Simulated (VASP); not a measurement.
# CaS (Oldhamite) (Fm-3m) in VASP: further runs

Runs on CaS (Oldhamite). Level: r2SCAN. Tasks: single point, relaxation of cell and atoms.

Everything below comes from runs of VASP 6.6.1. Logs are shortened: lines on timing, memory, paths and dates and some standing lists are left out, and cuts for length are marked.

## (1) Starting point

The structure is cubic, space group Fm-3m (No. 225). The conventional cell has a = 5.696 Å, b = 5.696 Å, c = 5.696 Å, α = 90.00°, β = 90.00°, γ = 90.00°. Ca (site symmetry m-3m) is surrounded by 6 S at 2.85 Å. S (site symmetry m-3m) is surrounded by 6 Ca at 2.85 Å.

## (2) Single point, r2SCAN

POSCAR reads:

```
CaS
1.0
    0.0000000000      2.8478856805      2.8478856805
    2.8478856805      0.0000000000      2.8478856805
    2.8478856805      2.8478856805      0.0000000000
Ca S
1 1
Direct
    0.0000000000      0.0000000000      0.0000000000
    0.5000000000      0.5000000000      0.5000000000
```

INCAR.step1 reads:

```
SYSTEM = CaS
ALGO = Normal
EDIFF = 1E-4
ENCUT = 520
GGA = PE
ISMEAR = 0
LASPH = .True.
LCHARG = .False.
LREAL = .False.
LWAVE = .True.
NBANDS = 15
NELM = 100
PREC = Accurate
SIGMA = 0.02
```

INCAR.step2 reads:

```
SYSTEM = CaS
ALGO = Normal
EDIFF = 1E-6
ENCUT = 520
ISIF = 2
ISMEAR = 0
ISTART = 1
LASPH = .True.
LCHARG = .False.
LMIXTAU = .True.
LREAL = .False.
LWAVE = .False.
METAGGA = R2SCAN
NBANDS = 15
NELM = 100
PREC = Accurate
SIGMA = 0.02
```

KPOINTS reads:

```
k-points
0
Gamma
  8 8 8
  0 0 0
```

Potentials or basis: VASP PAW PBE potentials, release 64 (Ca_sv, S).

On the command line:

```bash
cat potpaw_PBE.64/Ca_sv/POTCAR potpaw_PBE.64/S/POTCAR > POTCAR
cp INCAR.step1 INCAR
mpirun -np 1 vasp_std > vasp.out
cp INCAR.step2 INCAR
mpirun -np 1 vasp_std > vasp.out
```

OUTCAR:

```text
SYSTEM = CaS
   EDIFF = 1E-6
   ENCUT = 520
   ISIF = 2
   ISMEAR = 0
   ISTART = 1
   LASPH = .True.
   LREAL = .False.
   METAGGA = R2SCAN
   NELM = 100
   PREC = Accurate

 ion  position               nearest neighbor table
   1  0.000  0.000  0.000-   2 2.85   2 2.85   2 2.85   2 2.85   2 2.85   2 2.85
   2  0.500  0.500  0.500-   1 2.85   1 2.85   1 2.85   1 2.85   1 2.85   1 2.85

  LATTYP: Found a face centered cubic cell.
 ALAT       =     5.6957713610

  Lattice vectors:

 A1 = (   0.0000000000,   2.8478856805,   2.8478856805)
 A2 = (   2.8478856805,   0.0000000000,   2.8478856805)
 A3 = (   2.8478856805,   2.8478856805,   0.0000000000)

Analysis of symmetry for initial positions (statically):
=====================================================================
 Subroutine PRICEL returns:
 Original cell was already a primitive cell.

 Routine SETGRP: Setting up the symmetry group for a
 face centered cubic supercell.

 Subroutine GETGRP returns: Found 48 space group operations
 (whereof 48 operations were pure point group operations)
 out of a pool of 48 trial point group operations.

The static configuration has the point symmetry O_h .

Analysis of symmetry for dynamics (positions and initial velocities):
=====================================================================
 Subroutine PRICEL returns:
 Original cell was already a primitive cell.

 Routine SETGRP: Setting up the symmetry group for a
 face centered cubic supercell.

 Subroutine GETGRP returns: Found 48 space group operations
 (whereof 48 operations were pure point group operations)
 out of a pool of 48 trial point group operations.

The dynamic configuration has the point symmetry O_h .

 Subroutine INISYM returns: Found 48 space group operations
 (whereof 48 operations are pure point group operations),
 and found     1 'primitive' translations

----------------------------------------------------------------------------------------

                                     Primitive cell

  volume of cell :      46.1953

  direct lattice vectors                    reciprocal lattice vectors
     0.000000000  2.847885681  2.847885681    -0.175568845  0.175568845  0.175568845
     2.847885681  0.000000000  2.847885681     0.175568845 -0.175568845  0.175568845
     2.847885681  2.847885681  0.000000000     0.175568845  0.175568845 -0.175568845

  length of vectors
     4.027518553  4.027518553  4.027518553     0.304094160  0.304094160  0.304094160

  position of ions in fractional coordinates (direct lattice)
     0.000000000  0.000000000  0.000000000
     0.500000000  0.500000000  0.500000000

  ion indices of the primitive-cell ions
   primitive index   ion index
                 1           1
                 2           2

----------------------------------------------------------------------------------------

 KPOINTS: k-points

Automatic generation of k-mesh.
 Grid dimensions read from file:
 generate k-points for:    8    8    8

 Generating k-lattice:

  Cartesian coordinates                     Fractional coordinates (reciprocal lattice)
    -0.021946106  0.021946106  0.021946106     0.125000000  0.000000000  0.000000000
     0.021946106 -0.021946106  0.021946106     0.000000000  0.125000000  0.000000000
     0.021946106  0.021946106 -0.021946106     0.000000000  0.000000000  0.125000000

  Length of vectors
     0.038011770  0.038011770  0.038011770

  Shift w.r.t. Gamma in fractional coordinates (k-lattice)
     0.000000000  0.000000000  0.000000000

 Subroutine IBZKPT returns following result:
 ===========================================

 Found     29 irreducible k-points:

 Following reciprocal coordinates:
            Coordinates               Weight
  0.000000  0.000000  0.000000      1.000000
  0.125000  0.000000  0.000000      8.000000
  0.250000  0.000000  0.000000      8.000000
  0.375000  0.000000  0.000000      8.000000
  0.500000  0.000000  0.000000      4.000000
  0.125000  0.125000  0.000000      6.000000
[... 16 lines left out ...]
  0.500000  0.250000  0.125000     48.000000
 -0.375000  0.250000  0.125000     24.000000
 [... further k-points ...]
   k-points           NKPTS =     29   k-points in BZ     NKDIM =     29   number of bands    NBANDS=     15
   number of dos      NEDOS =    301   number of ions     NIONS =      2
   total plane-waves  NPLWV =  27000
   dimension x,y,z NGX =    30 NGY =   30 NGZ =   30
   dimension x,y,z NGXF=    60 NGYF=   60 NGZF=   60
   ions per type =               1   1
   NGX,Y,Z   is equivalent  to a cutoff of  12.38, 12.38, 12.38 a.u.
   NGXF,Y,Z  is equivalent  to a cutoff of  24.77, 24.77, 24.77 a.u.
 SYSTEM =  CaS
   PREC   = accura    normal or accurate (medium, high low for compatibility)
   ISTART =      1    job   : 0-new  1-cont  2-samecut
   ICHARG =      0    charge: 1-file 2-atom 10-const
   ISPIN  =      1    spin polarized calculation?
   LNONCOLLINEAR =      F non collinear calculations
   LSORBIT =      F    spin-orbit coupling
   LASPH  =      T    aspherical Exc in radial PAW
   ENCUT  =  520.0 eV  38.22 Ry    6.18 a.u.   7.49  7.49  7.49*2*pi/ulx,y,z
   NELM   =    100;   NELMIN=  2; NELMDL=  0     # of ELM steps
   EDIFF  = 0.1E-05   stopping-criterion for ELM
   LREAL  =      F    real-space projection
   EDIFFG = 0.1E-04   stopping-criterion for IOM
   NSW    =      0    number of steps for IOM
   IBRION =     -1    ionic relax: 0-MD 1-quasi-New 2-CG
   NFREE  =      0    steps in history (QN), initial steepest desc. (CG)
   ISIF   =      2    stress and relaxation
   ISYM   =      2    0-nonsym 1-usesym 2-fastsym
   POTIM  = 0.5000    time-step for ionic-motion
   TEBEG  =    0.0;   TEEND  =   0.0 temperature during run
   PSTRESS=    0.0 pullay stress
   NELECT =      16.0000    total number of electrons
   NUPDOWN=      -1.0000    fix difference up-down
   EMIN   =  10.00;   EMAX   =-10.00  energy-range for DOS
   EFERMI =   0.00;   METHOD = LEGACY
   ISMEAR =     0;   SIGMA  =   0.02  broadening in eV -4-tet -1-fermi 0-gaus
   EFERMI_NEDOS =   21; number of points for ismear=-14 and -15
   IALGO  =     38    algorithm
   IMIX   =      4    mixing-type and parameters
     AMIX     =   0.40;   BMIX     =  1.00
     AMIX_MAG =   1.60;   BMIX_MAG =  1.00
  volume/ion in A,a.u.               =      23.10       155.87
  Fermi-wavevector in a.u.,A,eV,Ry     =   1.149694  2.172607 17.984131  1.321796
  Thomas-Fermi vector in A             =   2.286362
   LORBIT       =      0    0 simple, 1 ext, 2 COOP (PROOUT), +10 PAW based schemes
   METAGGA = R2SCAN    functional components
   LHFCALC =     F    Hartree Fock is set to
   AEXX    =    0.0000 exact exchange contribution
   IVDW    =     0    specifies the selected vdW correction
   LEPSILON=     F    determine dielectric tensor
   LRPA    =     F    only Hartree local field effects (RPA)
 non-spin polarized calculation
 Gauss-broadening in eV      SIGMA  =   0.02
  energy-cutoff  :      520.00
  volume of cell :       46.20
 maximum number of plane-waves:      1265
 NGX is ok and might be reduce to    30
   NGX = 15   NGY = 15   NGZ = 15

 number of electron      16.0000004 magnetization

 Free energy of the ion-electron system (eV)
  ---------------------------------------------------
  ext. energy  EPLUGINS =         0.00000000
  ---------------------------------------------------
  free energy    TOTEN  =       -19.94161393 eV

  energy without entropy =      -19.94161393  energy(sigma->0) =      -19.94161393

 E-fermi :   2.5941     XC(G=0):  -9.7807

 val. band max:        2.4849763118   @ k =   0.0000   0.0000   0.0000
 cond. band min:       5.2890816642   @ k =   0.5000   0.5000   0.0000
 fundamental gap:      2.8041053524
 Fermi energy:         2.5940835027

 k-point     1 :       0.0000    0.0000    0.0000
  band No.  band energies     occupation
      1     -38.2358      2.00000
      2     -18.3359      2.00000
      3     -18.3359      2.00000
      4     -18.3358      2.00000
      5      -9.3083      2.00000
      6       2.4850      2.00000
      7       2.4850      2.00000
      8       2.4850      2.00000
      9       7.1578      0.00000
     10       7.1578      0.00000
     11       7.1578      0.00000
     12       7.4072      0.00000
     13       7.7944      0.00000
     14       7.7944      0.00000
     15      14.0777      0.00000

 k-point     2 :       0.1250    0.0000    0.0000
  band No.  band energies     occupation
      1     -38.2342      2.00000
      2     -18.3616      2.00000
      3     -18.3377      2.00000
      4     -18.3376      2.00000
      5      -9.1976      2.00000
      6       1.8470      2.00000
      7       2.2643      2.00000
      8       2.2643      2.00000
      9       7.1834      0.00000
     10       7.3959      0.00000
     11       7.3959      0.00000
     12       8.1351      0.00000
     13       8.2091      0.00000
     14       8.2091      0.00000
     15      14.1828      0.00000

 k-point     3 :       0.2500    0.0000    0.0000
  band No.  band energies     occupation
      1     -38.2302      2.00000
      2     -18.4227      2.00000
      3     -18.3420      2.00000
      4     -18.3420      2.00000
      5      -8.9168      2.00000
      6       0.6797      2.00000
      7       1.8222      2.00000
      8       1.8222      2.00000
      9       7.3180      0.00000
     10       8.0026      0.00000
     11       8.0026      0.00000
     12       9.2551      0.00000
     13       9.2551      0.00000
     14       9.4779      0.00000
     15      13.5582      0.00000
[... 343 lines left out ...]
 k-point    23 :       0.5000    0.2500    0.1250
  band No.  band energies     occupation
      1     -38.2241      2.00000
      2     -18.4612      2.00000
      3     -18.3817      2.00000
      4     -18.3567      2.00000
      5      -8.5937      2.00000
      6      -0.0191      2.00000
      7       1.1750      2.00000
      8       1.4031      2.00000
      9       7.3127      0.00000
     10       8.9688      0.00000
     11       9.2465      0.00000
     12       9.3718      0.00000
     13      10.0540      0.00000
     14      11.5593      0.00000
     15      12.0659      0.00000

 k-point    24 :      -0.3750    0.2500    0.1250
  band No.  band energies     occupation
      1     -38.2228      2.00000
      2     -18.4740      2.00000
      3     -18.3846      2.00000
      4     -18.3614      2.00000
      5      -8.5128      2.00000
      6      -0.1530      2.00000
      7       0.9811      2.00000
      8       1.3119      2.00000
      9       8.0207      0.00000
     10       8.3577      0.00000
     11       9.5479      0.00000
     12       9.8933      0.00000
     13      10.1700      0.00000
     14      11.1389      0.00000
     15      12.5558      0.00000

 [... further k-points ...]

------------------------ aborting loop because EDIFF is reached ----------------------------------------

  FORCE on cell =-STRESS in cart. coord.  units (eV):
  Direction    XX          YY          ZZ          XY          YZ          ZX
  --------------------------------------------------------------------------------------
  -------------------------------------------------------------------------------------
  Total        0.0833127      0.0833127      0.0833127     -0.0000000     -0.0000000      0.0000000
  in kB        2.8895108      2.8895108      2.8895108     -0.0000000     -0.0000000      0.0000000
  external PRESSURE =       2.8895108 kB  Pullay stress =       0.0000000 kB

 VOLUME and BASIS-vectors are now :
 -----------------------------------------------------------------------------
  energy-cutoff  :      520.00
  volume of cell :       46.20
      direct lattice vectors                 reciprocal lattice vectors
     0.000000000  2.847885681  2.847885681    -0.175568845  0.175568845  0.175568845
     2.847885681  0.000000000  2.847885681     0.175568845 -0.175568845  0.175568845
     2.847885681  2.847885681  0.000000000     0.175568845  0.175568845 -0.175568845

 POSITION                                       TOTAL-FORCE (eV/Angst)
 -----------------------------------------------------------------------------------
      0.00000      0.00000      0.00000        -0.000000     -0.000000      0.000000
      2.84789      2.84789      2.84789         0.000000      0.000000     -0.000000
 -----------------------------------------------------------------------------------
    total drift:                               -0.000000      0.000000      0.000000

  FREE ENERGIE OF THE ION-ELECTRON SYSTEM (eV)
  ---------------------------------------------------
  free  energy   TOTEN  =       -19.9416139260 eV

  energy  without entropy=      -19.9416139260  energy(sigma->0) =      -19.94161393
```

It took 47 s on 1 thread of Intel Xeon 6975P-C (Granite Rapids), shared host; peak memory 0.18 GiB.

What came out:

| Property | Result |
| --- | --- |
| Free energy | -19.9416 eV |
| Pressure | 0.3 GPa |
| Band gap on the k mesh | 2.80 eV, indirect (least direct gap 3.63 eV) |

Levels at points of the mesh, in eV from the valence-band top:
| k point | band 6 | band 7 | band 8 | band 9 | band 10 | band 11 |
| --- | --- | --- | --- | --- | --- | --- |
| (0.00, 0.00, 0.00) | 0.00 | 0.00 | 0.00 | 4.67 | 4.67 | 4.67 |
| (0.50, 0.00, 0.00) | -3.10 | -1.16 | -1.16 | 5.79 | 6.68 | 6.82 |
| (0.50, 0.50, 0.00) | -2.31 | -0.83 | -0.82 | 2.80 | 6.18 | 6.77 |

Caveat: the PAW data sets were made with another functional, which shifts forces and pressure a little.

## (3) Relaxation of cell and atoms, r2SCAN

This run uses another cell than the first one, of 22.98 Å³/atom, 0.995 times its volume.

POSCAR reads:

```
CaS
1.0
    0.0000000000      2.8430000000      2.8430000000
    2.8430000000      0.0000000000      2.8430000000
    2.8430000000      2.8430000000      0.0000000000
Ca S
1 1
Direct
    0.0000000000      0.0000000000      0.0000000000
    0.5000000000      0.5000000000      0.5000000000
```

INCAR.step1 reads:

```
PREC = Accurate ; ENCUT = 600
ISMEAR = 0 ; SIGMA = 0.02
LREAL = False ; LASPH = True
NELM = 100 ; GGA = PE
ALGO = Normal ; EDIFF = 1E-4
LWAVE = True ; LCHARG = False
```

INCAR.step2 reads:

```
PREC = Accurate ; ENCUT = 600
EDIFF = 1E-6 ; ISMEAR = 0
SIGMA = 0.02 ; LREAL = False
LASPH = True ; NELM = 100
ALGO = Normal ; ISIF = 3
LWAVE = False ; LCHARG = False
METAGGA = R2SCAN ; LMIXTAU = True
IBRION = 2 ; NSW = 100
EDIFFG = -0.005 ; ISTART = 1
```

KPOINTS reads:

```
Automatic mesh
0
Gamma
  8 8 8
```

Potentials or basis: VASP PAW PBE potentials, release 64 (Ca_sv, S).

On the command line:

```bash
cat potpaw_PBE.64/Ca_sv/POTCAR potpaw_PBE.64/S/POTCAR > POTCAR
cp INCAR.step1 INCAR
mpirun -np 1 vasp_std > vasp.out
cp INCAR.step2 INCAR
mpirun -np 1 vasp_std > vasp.out
```

It took 62 s on 1 thread of Intel Xeon 6975P-C (Granite Rapids), shared host; peak memory 0.21 GiB.

Results (log left out):

| Property | Result |
| --- | --- |
| Free energy | -19.9431 eV |
| Relaxed volume | 23.22 Å³/atom |
| Relaxed cell | a = 4.035 Å, b = 4.035 Å, c = 4.035 Å, α = 60.00°, β = 60.00°, γ = 60.00° |
| Space group after relaxing (to 0.05 Å) | Fm-3m (No. 225) |
| Energy gained by relaxing | 0.5 meV/atom |
| Ionic steps | 3 |
| Pressure after relaxing | 0.0 GPa |
| Band gap on the k mesh | 2.82 eV, indirect (least direct gap 3.64 eV) |

Step by step:
| step | energy change (eV) | largest force (eV/Å) | pressure (GPa) | volume (Å³) |
| --- | --- | --- | --- | --- |
| 1 | 0.0000 | 0.0000 | 0.64 | 45.96 |
| 2 | -0.0009 | 0.0000 | -0.17 | 46.57 |
| 3 | -0.0009 | 0.0000 | 0.00 | 46.44 |

Final structure:
```
CELL_PARAMETERS angstrom
0.00000 2.85283 2.85283
2.85283 0.00000 2.85283
2.85283 2.85283 0.00000
ATOMIC_POSITIONS crystal
Ca 0.00000 0.00000 0.00000
S 0.50000 0.50000 0.50000
```

Levels at points of the mesh, in eV from the valence-band top:
| k point | band 4 | band 5 | band 6 | band 7 | band 8 | band 9 | band 10 | band 11 | band 12 |
| --- | --- | --- | --- | --- | --- | --- | --- | --- | --- |
| (0.00, 0.00, 0.00) | -20.84 | -11.78 | 0.00 | 0.00 | 0.00 | 4.67 | 4.67 | 4.67 | 4.89 |
| (0.50, 0.00, 0.00) | -20.85 | -10.96 | -3.08 | -1.15 | -1.15 | 5.78 | 6.67 | 6.80 | 6.80 |
| (0.50, 0.50, 0.00) | -20.89 | -11.14 | -2.30 | -0.82 | -0.82 | 2.82 | 6.17 | 6.75 | 7.39 |

Caveat: the PAW data sets were made with another functional, which shifts forces and pressure a little. A k mesh can miss the band edges.
